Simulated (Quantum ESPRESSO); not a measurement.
Ni under changes of volume

One of the cells (10.597 Å³/atom); the others are scaled copies at fixed shape and fractional positions:

```
Ni
1.0
    -1.38372    1.38372    1.38372
     1.38372   -1.38372    1.38372
     1.38372    1.38372   -1.38372
Ni
1
Cartesian
  0.0000 0.0000 0.0000
```

This isn't the form of Ni at room conditions, which is fcc.

| Item | Value |
| --- | --- |
| Program | Quantum ESPRESSO 7.5 |
| Functional | PBEsol |
| Potentials or basis | GBRV 1.5 PBEsol |
| Cutoff | 612 eV |
| Density cutoff | 4898 eV |
| k mesh | 13 × 13 × 13 |
| Occupations | fermi-dirac, width 0.05 eV |
| Spin | collinear spin, ferromagnetic start |
| Starting moments | [1.0] μB |

| volume (Å³/atom) | energy over the lowest point (meV/atom) | pressure (GPa) | moment (μB per cell) |
| --- | --- | --- | --- |
| 9.962 | 19.43 | 12.6 | 0.58 |
| 10.174 | 6.18 | 7.0 | 0.59 |
| 10.385 | 0.00 | 2.0 | 0.61 |
| 10.597 | ? | ? | ? |
| 10.809 | 5.87 | -6.5 | 0.63 |
| 11.021 | 16.57 | -10.0 | 0.63 |
| 11.233 | 31.70 | -13.2 | 0.64 |

What does the run at 10.597 Å³/atom give?

Energy over the lowest point 0.14 meV/atom; pressure -2.5 GPa; moment 0.62 μB per cell.

Worked out: A Birch-Murnaghan fit of order 3 (a polynomial in V^(-2/3)) to the other rows has its minimum at 10.49 Å³/atom with B0 = V·E''(V) = 223 GPa and B' = 4.9. It gives 0.14 meV/atom at 10.597 Å³/atom, against the run's 0.14, and -dE/dV = -2.3 GPa, against -2.5. A straight line through the other rows of the moment, of slope 0.0472 μB per Å³/atom, gives 0.61 μB, against the run's 0.62.

Energies are extrapolated to zero smearing.
